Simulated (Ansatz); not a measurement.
# TiC: comparing deformations

These are results of DFT PBE, scalar-relativistic, plane waves, PAW in Ansatz, not measurements. The runs took a 420 eV cutoff, a Γ-centred 18×18×18 mesh and Gaussian smearing (0.15 eV). No spin polarisation. Energies are free energies at this smearing, counted from the undisturbed cell; pressure is positive in compression.

Reference structure (as given, not relaxed at this level; it stands at 0.9 GPa):

```
CELL_PARAMETERS angstrom
0.00000 2.16400 2.16400
2.16400 0.00000 2.16400
2.16400 2.16400 0.00000
ATOMIC_POSITIONS crystal
Ti 0.00000 0.00000 0.00000
C 0.50000 0.50000 0.50000
```

The cell is strained by ε times a Voigt pattern (xx, yy, zz, yz, xz, xy; engineering shear) with fractional coordinates fixed. τ = (1/V0) dE/dε comes from the stress tensor. Of each scan, only the three points used here are listed.

```
            pattern        ε  τ (GPa)
 (0, 0, 1, 0, 0, 0)  -0.0250   -15.74
 (0, 0, 1, 0, 0, 0)   0.0000    -0.88
 (0, 0, 1, 0, 0, 0)   0.0250    10.36
 (1, 1, 0, 0, 0, 0)  -0.0150   -22.41
 (1, 1, 0, 0, 0, 0)   0.0000    -1.76
 (1, 1, 0, 0, 0, 0)   0.0150    16.03
(1, -1, 0, 0, 0, 0)  -0.0050    -3.96
(1, -1, 0, 0, 0, 0)   0.0000     0.00
(1, -1, 0, 0, 0, 0)   0.0050     3.96
 (0, 0, 0, 0, 0, 1)  -0.0187    -3.15
 (0, 0, 0, 0, 0, 1)   0.0000     0.00
 (0, 0, 0, 0, 0, 1)   0.0187     3.15
```

**Question.** Which constants do the scans give, and which deformation costs least for the same size of strain tensor?

**Answer.** The slope dτ/dε at zero (parabola through three points) is pᵀCp: (0, 0, 1, 0, 0, 0) gives C11 = 522 GPa; (1, 1, 0, 0, 0, 0) gives 2(C11 + C12) = 1281 GPa; (1, -1, 0, 0, 0, 0) gives 2(C11 − C12) = 792 GPa; (0, 0, 0, 0, 0, 1) gives C44 = 169 GPa. The size of the strain tensor, ε:ε, is ε² times 1.0, 2.0, 2.0, 0.5. Per unit of it the stiffnesses are 522, 641, 396, 337 GPa, so (0, 0, 0, 0, 0, 1) is the softest of these: at ε:ε = (1 %)² the quadratic term costs 1.07 meV/atom against 2.03 for the stiffest.

**Question.** What else follows for this cubic crystal?

**Answer.** From the unrounded slopes C11 = 522.1 and C12 = 118.7 GPa, so B = (C11 + 2 C12)/3 = 253 GPa and the Poisson ratio for a pull along a cube edge is C12/(C11 + C12) = 0.19. Symmetry also asks 2(C11 − C12) = 807 GPa, against 792 from its own scan.

**Question.** How anisotropic is this cubic crystal?

**Answer.** Zener's ratio 2 C44/(C11 − C12) = 0.85; it is 1 for an isotropic solid.

In a metal these slopes depend on the k mesh and the smearing.